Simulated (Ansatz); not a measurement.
# SiC (P6_3mc) in Ansatz: further runs

The runs below take SiC through single point, equation of state, with PBE.

Everything below comes from runs of Ansatz 0.2.0. Logs are shortened: lines on timing, memory, paths and dates and some standing lists are left out, and cuts for length are marked.

**1. Starting point**

The structure is hexagonal, space group P6_3mc (No. 186). Conventional cell: a = 3.076 Å, b = 3.076 Å, c = 10.071 Å, α = 90.00°, β = 90.00°, γ = 120.00°. Around Si (site symmetry 3m) lie 4 C at 1.88 to 1.89 Å. Si (site symmetry 3m) is surrounded by 4 C at 1.88 to 1.89 Å. C (site symmetry 3m) is surrounded by 4 Si at 1.88 to 1.89 Å. C (site symmetry 3m) has 4 Si at 1.88 to 1.89 Å as nearest neighbours.

The cell is a database's computed one.

**2. Single point, PBE, 9.69 Å³/atom (volume scaled by 0.94)**

File input.yaml:

```yaml
crystal:
  lattice:
    - [3.0129072637, 0.0, 0.0]
    - [-1.5064536318, 2.6092542296, 0.0]
    - [0.0, 0.0, 9.8650653976]
  atoms:
    - { symbol: Si, position: [0.0, 0.0, 0.18789438] }
    - { symbol: Si, position: [0.0, 0.0, 0.68789438] }
    - { symbol: Si, position: [0.3333333333, 0.6666666667, 0.43784198] }
    - { symbol: Si, position: [0.6666666667, 0.3333333333, 0.93784198] }
    - { symbol: C, position: [0.0, 0.0, 0.00046005] }
    - { symbol: C, position: [0.0, 0.0, 0.50046005] }
    - { symbol: C, position: [0.3333333333, 0.6666666667, 0.24980259] }
    - { symbol: C, position: [0.6666666667, 0.3333333333, 0.74980259] }
hamiltonian:
  xc: pbe
  pseudopotentials: { kind: nc, accuracy: standard }
kpoints:
  mp_grid: { grid: [10, 10, 3] }
scf:
  occupations: { method: fermi_dirac, width: 0.05 }
output:
  forces: true
  stress: true
  eigenvalues: true
```

Potentials or basis: PseudoDojo standard (PBE files).

On the command line:

```sh
> ansatz run input.yaml --threads 2 --pin off --max-ram 5120MiB --backend cpu --events-out ev --progress --plain --runs-dir out
```

The program printed:

```text
Warning: RAYON_NUM_THREADS=2 ignored (pool sized by the plan → 2); use --threads N
Engine: ansatz 0.2.0, aarch64-unknown-linux-gnu
Pseudopotentials: kind: nc
Pseudopotential: Si, nc, valence charge 4, recommended cutoff 489.804952 eV (normal), Si.nc.azcp (PseudoDojo's, or run here from an input of PseudoDojo's; its table is named by hamiltonian.pseudopotentials.accuracy)
Pseudopotential: C, nc, valence charge 4, recommended cutoff 1115.666836 eV (normal), C.nc.azcp (PseudoDojo's, or run here from an input of PseudoDojo's; its table is named by hamiltonian.pseudopotentials.accuracy)
Functional definition: PBE
  parameter kappa = 0.804
  parameter beta = 0.06672455060314922
  exchange = pbe_x(kappa = kappa, mu = beta*pi^2/3)
  correlation = pbe_c(beta = beta)
Crystal: 8 atoms, lattice volume = 77.554 Å³
Basis set: ecut = 1115.666836 eV, 6551 PW (Γ), exchange–correlation on 72×72×216 points (8 copies of the dense FFT grid, shifted against one another)
Bands: 24, of which v1, the nominal top of the filled ones, is band 16 counted from 1 (15 counted from 0)
Symmetry: 12 space group operations
Space group: P63mc (ITA 186), of the structure as read, at distance tolerance 4.3e-5 Å
k-points: 28 of 300 (time reversal used)
Non-local potential: Si, projectors of the file, l = 0: 2, l = 1: 2, l = 2: 2
Non-local potential: C, projectors of the file, l = 0: 2, l = 1: 2
Initial density: superposition of atomic densities (chi_scale 0.1, normalization cell, long waves kept (reshape's long-wave potential 0.00 eV rms))
Initial wavefunctions: pseudopotential atomic-orbital guess
Functional: x = pbe(κ = 0.804, μ = 0.2195149727645171), c = pbe(β = 0.06672455060314922)
SCF iter   1: F=—  HF=-1124.349704 eV  |F-HF|=—  |Δ(HF+E_count)|=         —  Δρ=1.55e-1  dr2=2.15e1  ethr=3.10e-3  ⟨swp⟩=7.1  Hψ=3892  notcnv=0  defer=4
preconditioner: auto → none  [insulator: Δε(μ)=4.156 eV  Ē_g=13.374 eV  σ=0.050 eV  W_gap=1.00  n_scr=6 (ndim 8)  ℏωp=23.9 eV  f_vac=0.000  D(μ)=0.00/eV (n_scr^D=0)  ε∞_Penn≈4.2]
SCF iter   2: F=—  HF=-1117.699450 eV  |F-HF|=—  |Δ(HF+E_count)|=    6.65e0  Δρ=4.73e-2  dr2=9.82e-1  ethr=3.10e-3  ⟨swp⟩=5.0  Hψ=2206  notcnv=0  defer=74
SCF iter   3: F=—  HF=-1117.488816 eV  |F-HF|=—  |Δ(HF+E_count)|=   2.11e-1  Δρ=1.95e-2  dr2=1.46e-1  ethr=3.07e-3  ⟨swp⟩=3.4  Hψ=1358  notcnv=0  defer=51
automatic band count: iteration 3 solves 23 bands in place of 24: the levels show a gap, and the empty bands left out lie too high to hold charge; the band table lists the bands solved (type scf.n_extra_bands for more)
SCF iter   4: F=—  HF=-1117.482899 eV  |F-HF|=—  |Δ(HF+E_count)|=   5.92e-3  Δρ=1.41e-3  dr2=1.19e-3  ethr=4.58e-4  ⟨swp⟩=2.0  Hψ=734  notcnv=0  defer=25
automatic band count: iteration 4 solves 22 bands in place of 23: the levels show a gap, and the empty bands left out lie too high to hold charge; the band table lists the bands solved (type scf.n_extra_bands for more)
SCF iter   5: F=—  HF=-1117.483334 eV  |F-HF|=—  |Δ(HF+E_count)|=   4.35e-4  Δρ=3.56e-4  dr2=1.62e-4  ethr=3.73e-6  ⟨swp⟩=2.1  Hψ=1025  notcnv=0  defer=25
SCF iter   6: F=—  HF=-1117.483296 eV  |F-HF|=—  |Δ(HF+E_count)|=   3.82e-5  Δρ=1.74e-4  dr2=9.22e-6  ethr=5.07e-7  ⟨swp⟩=2.0  Hψ=889  notcnv=0  defer=25
SCF iter   7: F=—  HF=-1117.483308 eV  |F-HF|=—  |Δ(HF+E_count)|=   1.18e-5  Δρ=5.00e-5  dr2=3.29e-6  ethr=2.88e-8  ⟨swp⟩=2.0  Hψ=1038  notcnv=0  defer=25
SCF iter   8: F=—  HF=-1117.483307 eV  |F-HF|=—  |Δ(HF+E_count)|=   8.60e-7  Δρ=2.08e-5  dr2=3.10e-7  ethr=1.03e-8  ⟨swp⟩=2.1  Hψ=902  notcnv=0  defer=25
SCF iter   9: F=-1117.483307 eV  HF=-1117.483307 eV  |F-HF|=8.03e-9  |Δ(HF+E_count)|=   9.95e-8  Δρ=5.44e-6  dr2=1.55e-8  ethr=3.13e-10  ⟨swp⟩=10.6  Hψ=3505  notcnv=0
SCF 1 converged in 9 iterations: F = -1117.483307 eV  dr2 = 1.55e-8
SCF converged after 9 iterations
Free energy (F): -1117.483307 eV
Harris-Foulkes:  -1117.483307 eV  (|F-HF|=8.03e-9)
Internal energy: -1117.483307 eV  (E = F + TS)
E sigma→0 (E₀):  -1117.483307 eV
Fermi energy:    11.535294 eV
--- Per-component energies (eV) ---
  E_band       = 136.383003
  E_kinetic    = 658.469071
  E_local      = -348.501720  (includes V_loc(G=0)·N_el)
  E_nonlocal   = 27.290599
  E_hartree    = 125.322300
  E_xc         = -416.795418
  E_vxc        = -451.517352  (∫ρ·V_xc dr)
  E_ewald      = -1163.268139
  E_smearing   = -0.000000  (= −TS)
  E_closure    = -0.000000  (closes the sum)
  Σ components = -1117.483307   (vs F -1117.483307, Δ=0.00e0)
--- Forces (eV/Å), atoms counted from 1 ---
  atom   1  Si     0.00000000     0.00000000     0.01043181
  atom   2  Si    -0.00000000    -0.00000000     0.01043181
  atom   3  Si    -0.00000000     0.00000000    -0.02805045
  atom   4  Si     0.00000000    -0.00000000    -0.02805045
  atom   5  C     -0.00000000     0.00000000    -0.00165871
  atom   6  C      0.00000000     0.00000000    -0.00165871
  atom   7  C     -0.00000000    -0.00000000     0.01925949
  atom   8  C      0.00000000     0.00000000     0.01925949
  max |Σ_I F_I| component: 3.57e-5 eV/Å
--- Stress (GPa, compression-positive) ---
       19.917399       0.000000      -0.000000
        0.000000      19.917399       0.000000
       -0.000000       0.000000      19.536841
  P = ⅓ Tr σ = 19.7905 GPa (197.905 kbar)
--- Band table (eV; the first three rows and the last of 28) ---
  k-point 0: bands = ["-5.6079", "-4.3696", "-4.3279", "-1.7953", "1.4107", "5.8921", "5.9367", "9.1940", "9.1940", "9.6632", "9.6632", "9.8141", "9.8141", "10.3500", "10.4042", "10.4042", "16.0646", "16.6389", "17.3045", "17.4233", "17.7258", "17.7258"]
  k-point 1: bands = ["-5.4652", "-5.0409", "-3.4263", "-2.3968", "2.2404", "3.9385", "7.9169", "9.2607", "9.2607", "9.4480", "9.4480", "9.6118", "10.0586", "10.0586", "10.3063", "10.3063", "16.1600", "16.4174", "17.5859", "17.7900", "17.7987", "17.7987"]
  k-point 2: bands = ["-5.4254", "-4.1929", "-4.1504", "-1.6419", "1.5819", "5.9516", "6.0009", "8.2301", "8.8540", "8.8914", "9.0452", "9.4602", "9.5610", "9.7776", "10.2330", "10.3322", "16.2473", "16.8713", "16.9118", "17.5124", "17.7392", "17.9778"]
  k-point 27: bands = ["-1.2492", "-1.0074", "-0.4627", "-0.3638", "2.6544", "2.9358", "2.9546", "3.5131", "4.3612", "4.5862", "5.3860", "5.7068", "6.6895", "7.6594", "7.9092", "8.2838", "13.8393", "13.9958", "16.3497", "17.1109", "17.2338", "18.2314"]
```

It took 8.9 s on 2 threads of Arm Neoverse V1, shared host; peak memory 0.46 GiB.

What came out:

| Quantity | Value |
| --- | --- |
| Free energy | -1117.4833 eV |
| Pressure | 19.8 GPa |
| Largest force | 0.028 eV/Å |
| Band gap on the k mesh | 2.24 eV, indirect (least direct gap 3.38 eV) |

Caveat: odd divisions of the mesh miss points on the zone boundary, where band edges often lie, so the gap on the mesh can be too wide.

**3. Single point, PBE, 9.90 Å³/atom (volume scaled by 0.96)**

input.yaml, as its differences from that of step 2:

```diff
@@ -2,5 +2,5 @@
   lattice:
-    - [3.0129072637, 0.0, 0.0]
-    - [-1.5064536318, 2.6092542296, 0.0]
-    - [0.0, 0.0, 9.8650653976]
+    - [3.0341256196, 0.0, 0.0]
+    - [-1.5170628097, 2.6276298648, 0.0]
+    - [0.0, 0.0, 9.9345399781]
   atoms:
@@ -25 +25,5 @@
   eigenvalues: true
+  write_density: true
+  write_potential: true
+  elf: true
+  volumetric_format: npy
```

Potentials or basis: PseudoDojo standard (PBE files).

On the command line:

```sh
> ansatz run input.yaml --threads 2 --pin off --max-ram 5120MiB --backend cpu --events-out ev --progress --plain --runs-dir out
```

Run time: 13 s. Hardware: 2 threads of Arm Neoverse V1, shared host; peak memory 0.5 GiB.

It converged, with:

```
Free energy            : -1117.6568 eV
Pressure               : 14.0 GPa
Largest force          : 0.020 eV/Å
Band gap on the k mesh : 2.24 eV, indirect (least direct gap 3.37 eV)
```

Caveat: odd divisions of the mesh miss points on the zone boundary, where band edges often lie, so the gap on the mesh can be too wide.

**4. Single point, PBE, 10.11 Å³/atom (volume scaled by 0.98)**

input.yaml, as its differences from that of step 3:

```diff
@@ -2,5 +2,5 @@
   lattice:
-    - [3.0341256196, 0.0, 0.0]
-    - [-1.5170628097, 2.6276298648, 0.0]
-    - [0.0, 0.0, 9.9345399781]
+    - [3.0550512851, 0.0, 0.0]
+    - [-1.5275256425, 2.6457520228, 0.0]
+    - [0.0, 0.0, 10.0030562121]
   atoms:
@@ -25,5 +25 @@
   eigenvalues: true
-  write_density: true
-  write_potential: true
-  elf: true
-  volumetric_format: npy
```

On the command line:

```sh
> ansatz run input.yaml --threads 2 --pin off --max-ram 5120MiB --backend cpu --events-out ev --progress --plain --runs-dir out
```

Wall time 9.4 s (2 threads of Arm Neoverse V1, shared host); peak memory 0.48 GiB.

Results (log left out):

```yaml
Free_energy: -1117.7734 eV
Pressure: 8.7 GPa
Largest_force: 0.013 eV/Å
Band_gap_on_the_k_mesh: 2.24 eV, indirect (least direct gap 3.37 eV)
```

Caveat: odd divisions of the mesh miss points on the zone boundary, where band edges often lie, so the gap on the mesh can be too wide.

**5. Single point, PBE, 10.31 Å³/atom**

input.yaml, as its differences from that of step 4:

```diff
@@ -2,5 +2,5 @@
   lattice:
-    - [3.0550512851, 0.0, 0.0]
-    - [-1.5275256425, 2.6457520228, 0.0]
-    - [0.0, 0.0, 10.0030562121]
+    - [3.0756941497, 0.0, 0.0]
+    - [-1.5378470748, 2.6636292679, 0.0]
+    - [0.0, 0.0, 10.07064648]
   atoms:
```

On the command line:

```sh
> ansatz run input.yaml --threads 2 --pin off --max-ram 5120MiB --backend cpu --events-out ev --progress --plain --runs-dir out
```

Wall time 9.6 s (2 threads of Arm Neoverse V1, shared host); peak memory 0.48 GiB.

The run converged. Its results:

* Free energy: -1117.8384 eV
* Pressure: 4.0 GPa
* Largest force: 0.008 eV/Å
* Band gap on the k mesh: 2.23 eV, indirect (least direct gap 3.36 eV)

Caveat: odd divisions of the mesh miss points on the zone boundary, where band edges often lie, so the gap on the mesh can be too wide.

**6. Single point, PBE, 10.52 Å³/atom (volume scaled by 1.02)**

input.yaml, as its differences from that of step 5:

```diff
@@ -2,5 +2,5 @@
   lattice:
-    - [3.0756941497, 0.0, 0.0]
-    - [-1.5378470748, 2.6636292679, 0.0]
-    - [0.0, 0.0, 10.07064648]
+    - [3.0960635787, 0.0, 0.0]
+    - [-1.5480317893, 2.6812697109, 0.0]
+    - [0.0, 0.0, 10.1373414467]
   atoms:
```

Potentials or basis: PseudoDojo standard (PBE files).

On the command line:

```sh
> ansatz run input.yaml --threads 2 --pin off --max-ram 5120MiB --backend cpu --events-out ev --progress --plain --runs-dir out
```

Wall time 9.7 s (2 threads of Arm Neoverse V1, shared host); peak memory 0.48 GiB.

Results (log left out):

```yaml
Free_energy: -1117.8564 eV
Pressure: -0.4 GPa
Largest_force: 0.004 eV/Å
Band_gap_on_the_k_mesh: 2.23 eV, indirect (least direct gap 3.35 eV)
```

Caveat: odd divisions of the mesh miss points on the zone boundary, where band edges often lie, so the gap on the mesh can be too wide.

**7. Single point, PBE, 10.73 Å³/atom (volume scaled by 1.04)**

input.yaml, as its differences from that of step 6:

```diff
@@ -2,5 +2,5 @@
   lattice:
-    - [3.0960635787, 0.0, 0.0]
-    - [-1.5480317893, 2.6812697109, 0.0]
-    - [0.0, 0.0, 10.1373414467]
+    - [3.116168451, 0.0, 0.0]
+    - [-1.5580842255, 2.6986810411, 0.0]
+    - [0.0, 0.0, 10.2031701838]
   atoms:
```

On the command line:

```sh
> ansatz run input.yaml --threads 2 --pin off --max-ram 5120MiB --backend cpu --events-out ev --progress --plain --runs-dir out
```

It took 10 s on 2 threads of Arm Neoverse V1, shared host; peak memory 0.49 GiB.

Results (log left out):

| Property | Result |
| --- | --- |
| Free energy | -1117.8319 eV |
| Pressure | -4.3 GPa |
| Largest force | 0.006 eV/Å |
| Band gap on the k mesh | 2.22 eV, indirect (least direct gap 3.33 eV) |

Caveat: odd divisions of the mesh miss points on the zone boundary, where band edges often lie, so the gap on the mesh can be too wide.

**8. Single point, PBE, 10.93 Å³/atom (volume scaled by 1.06)**

input.yaml, as its differences from that of step 7:

```diff
@@ -2,5 +2,5 @@
   lattice:
-    - [3.116168451, 0.0, 0.0]
-    - [-1.5580842255, 2.6986810411, 0.0]
-    - [0.0, 0.0, 10.2031701838]
+    - [3.1360171929, 0.0, 0.0]
+    - [-1.5680085964, 2.7158705557, 0.0]
+    - [0.0, 0.0, 10.2681602811]
   atoms:
```

On the command line:

```sh
> ansatz run input.yaml --threads 2 --pin off --max-ram 5120MiB --backend cpu --events-out ev --progress --plain --runs-dir out
```

Wall time 10 s (2 threads of Arm Neoverse V1, shared host); peak memory 0.49 GiB.

It converged, with:

```yaml
Free_energy: -1117.7687 eV
Pressure: -7.9 GPa
Largest_force: 0.012 eV/Å
Band_gap_on_the_k_mesh: 2.22 eV, indirect (least direct gap 3.32 eV)
```

Caveat: odd divisions of the mesh miss points on the zone boundary, where band edges often lie, so the gap on the mesh can be too wide.

**9. Equation of state, PBE**

Potentials or basis: PseudoDojo standard.

No new run: the results of the series are fitted here.

What came out:

| Quantity | Value |
| --- | --- |
| Equilibrium volume | 10.50 Å³/atom |
| Bulk modulus at fixed shape and positions | 212 GPa |
| Pressure derivative of the bulk modulus | 3.9 |

Energy against volume, from the lowest point:
| volume (Å³/atom) | energy (meV/atom) |
| --- | --- |
| 9.694 | 46.64 |
| 9.900 | 24.95 |
| 10.107 | 10.38 |
| 10.313 | 2.26 |
| 10.519 | 0.00 |
| 10.726 | 3.07 |
| 10.932 | 10.96 |

Caveat: the cell was scaled at fixed shape and fractional positions, which overstates the stiffness of a crystal with free parameters, most of all of layers and chains.
